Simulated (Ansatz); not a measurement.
**AlN: a single-point run**

Aim: a sound single-point run of AlN. The structure is shown as the input types it. The cell is built on a prototype (rocksalt) and needn't be the phase found in nature.

Program: Ansatz 0.2.0. Level of theory: density functional or hybrid calculation with the settings of its input, plane waves. These are calculated values, not measurements.

3 further runs of the same task are left out: 1 for a known fault of the program, 2 that didn't finish.

**1. The system as given**

Symmetry: Fm-3m, No. 225, cubic system. The conventional cell has a = 4.038 Å, b = 4.038 Å, c = 4.038 Å, α = 90.00°, β = 90.00°, γ = 90.00°. Around Al (site symmetry m-3m) lie 6 N at 2.02 Å. N (site symmetry m-3m) has 6 Al at 2.02 Å as nearest neighbours.

Structure file:

```
CELL_PARAMETERS angstrom
0.00000 2.01887 2.01887
2.01887 0.00000 2.01887
2.01887 2.01887 0.00000
ATOMIC_POSITIONS crystal
Al 0.00000 0.00000 0.00000
N 0.50000 0.50000 0.50000
```

**2. Running it**

The input, input.yaml:

```yaml
crystal:
  lattice:
    - [0.0, 2.0188684454, 2.0188684454]
    - [2.0188684454, 0.0, 2.0188684454]
    - [2.0188684454, 2.0188684454, 0.0]
  atoms:
    - { symbol: Al, position: [0.0, 0.0, 0.0] }
    - { symbol: "N", position: [0.5, 0.5, 0.5] }
kpoints:
  mp_grid: { grid: [6, 6, 6] }
hamiltonian:
  xc: hse06
scf:
  occupations: { method: gaussian, width: 1.5 }
  n_extra_bands: 4
output:
  forces: true
  stress: true
  eigenvalues: true
```

On the command line:

```bash
ansatz run input.yaml --threads 4 --pin off --max-ram 3686MiB --backend cpu --events-out ev --progress --plain --runs-dir out
```

**Question.** How will this run end, and is anything wrong with its input?

The run converged and reported no error, with warnings (stress exchange threshold loose, stress scf threshold loose). Its log warns: «output.stress: scf.convergence.dr2_threshold = 1e-7 eV (the SCF's general default) is looser than the 2e-10 eV advised for a printed stress (1e-10 eV for each atom of the ...»

The suspect setting: scf.occupations.width is 1.5. Occupations are smeared over electronvolts, wider than many features of the bands.

Run again and compare: set scf.occupations.width to 0.2.
